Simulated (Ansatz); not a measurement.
This Ansatz 0.2.0 run on AlNi3 needs a look.

The input input.yaml:

```yaml
crystal:
  lattice:
    - [3.5230547267, 0.0, 0.0]
    - [0.0, 3.5230547267, 0.0]
    - [0.0, 0.0, 3.5230547267]
  atoms:
    - { symbol: Ni, position: [0.5, 0.5, 0.0], spin: 1.0 }
    - { symbol: Ni, position: [0.5, 0.0, 0.5], spin: 1.0 }
    - { symbol: Ni, position: [0.0, 0.5, 0.5], spin: 1.0 }
    - { symbol: Al, position: [0.0, 0.0, 0.0] }
hamiltonian:
  xc: lda
  pseudopotentials: { kind: paw }
  hubbard: { sites: [{ species: Ni, l: d, u_eff: 40.0 }] }
magnetization:
  spin_polarized: true
kpoints:
  mp_grid: { grid: [4, 4, 4] }
  band_path:
    path:
      - [[0.0, 0.0, 0.0], [0.0, 0.5, 0.0], [0.5, 0.5, 0.0], [0.0, 0.0, 0.0], [0.5, 0.5, 0.5], [0.0, 0.5, 0.0]]
      - [[0.5, 0.5, 0.0], [0.5, 0.5, 0.5]]
    npoints: 14
scf:
  occupations: { method: fermi_dirac, width: 0.05 }
  n_extra_bands: 10
  max_iter: 80
output:
  forces: true
  stress: true
  eigenvalues: true
  fatbands: false
```

Potentials or basis: Ansatz PAW.

Launch:

```sh
$ ansatz run input.yaml --threads 2 --pin off --max-ram 5632MiB --backend cpu --events-out ev --progress --plain --runs-dir out
```

Output:

```text
Warning: RAYON_NUM_THREADS=2 ignored (pool sized by the plan → 2); use --threads N
Ni: projections on atomic orbitals take those of the free atom [Ne] 3s2 3p6 3d8 4s2, of charge +0.00 (hamiltonian.pseudopotentials.projection_atoms); the dataset's partial waves leave at most 1.6e-6 of an orbital's norm unspanned inside its sphere
Al: projections on atomic orbitals take those of the free atom [Ne] 3s2 3p1, of charge +0.00 (hamiltonian.pseudopotentials.projection_atoms); the dataset's partial waves leave at most 3.3e-8 of an orbital's norm unspanned inside its sphere
[... 1 line left out ...]
Engine: ansatz 0.2.0, aarch64-unknown-linux-gnu
Pseudopotentials: kind: paw
Pseudopotential: Ni, paw, valence charge 18, recommended cutoff 420 eV (normal), Ni.paw.azcp
Pseudopotential: Al, paw, valence charge 3, recommended cutoff 420 eV (normal), Al.paw.azcp
Functional definition: SPW92
  exchange = slater_x
  correlation = pw_c
Crystal: 4 atoms, lattice volume = 43.728 Å³
Basis set: ecut = 420 eV, 847 PW (Γ)
Bands: 39, of which v1, the nominal top of the filled ones, is band 29 counted from 1 (28 counted from 0)
Symmetry: 48 space group operations
Space group: Pm-3m (ITA 221), of the structure as read, at distance tolerance 3.5e-5 Å
Magnetic group: BNS 221.92 (UNI 1594), of the structure as read, at distance tolerance 3.5e-5 Å
k-points: 10 of 64
Non-local potential: Ni, projectors of the file, l = 0: 3, l = 1: 2, l = 2: 3, l = 3: 1
[... 60 lines left out ...]
  E_band       = -1101.856711
  E_kinetic    = 934.608865
  E_local      = -12407.142185  (includes V_loc(G=0)·N_el)
  E_nonlocal   = 2095.629885
  E_hartree    = 5493.853595
  E_xc         = -287.359383
  E_vxc        = -350.510176  (∫ρ·V_xc dr)
  E_hubbard    = 15.394022  (on-site DFT+U / exact-exchange correction)
  E_vhub       = -553.382662  (the Hubbard potential's part of the band-sum identity)
  E_paw        = -5261.031393  (= ΣΔE_a)
  E_vpaw       = -1808.769170  (= ΣTr[D̂ρ^β])
  E_aug_tail   = 0.001490  (compensation charges beyond the density's cutoff)
  E_ewald      = -8388.179542
  E_core_change = 1.358078  (= ΣΔE_core)
  E_smearing   = -0.019039  (= −TS)
  E_closure    = -0.000000  (closes the sum)
  Σ components = -17802.885607   (vs F -17802.885607, Δ=0.00e0)
--- Forces (eV/Å), atoms counted from 1 ---
  atom   1  Ni     0.00000000    -0.00000000    -0.00000000
  atom   2  Ni     0.00000000    -0.00000000    -0.00000000
  atom   3  Ni     0.00000000     0.00000000    -0.00000000
  atom   4  Al    -0.00000000     0.00000000    -0.00000000
  max |Σ_I F_I| component: 8.72e-29 eV/Å
--- Stress (GPa, compression-positive) ---
       12.673065       0.000000       0.000000
       -0.000000      12.673065       0.000000
        0.000000       0.000000      12.673065
  P = ⅓ Tr σ = 12.6731 GPa (126.731 kbar)
[... 5 lines left out ...]
Occupation matrices written to <dir>
```

Q: Diagnose the run.

A: Self-consistency was reached. The input holds a flaw that was put in on purpose: an enormous or negative U (hamiltonian.hubbard = {"sites": [{"species": "Ni", "l": "d", "u_eff": 40.0}]}). The program doesn't stop on it, so the numbers can't be trusted though the run ends normally.
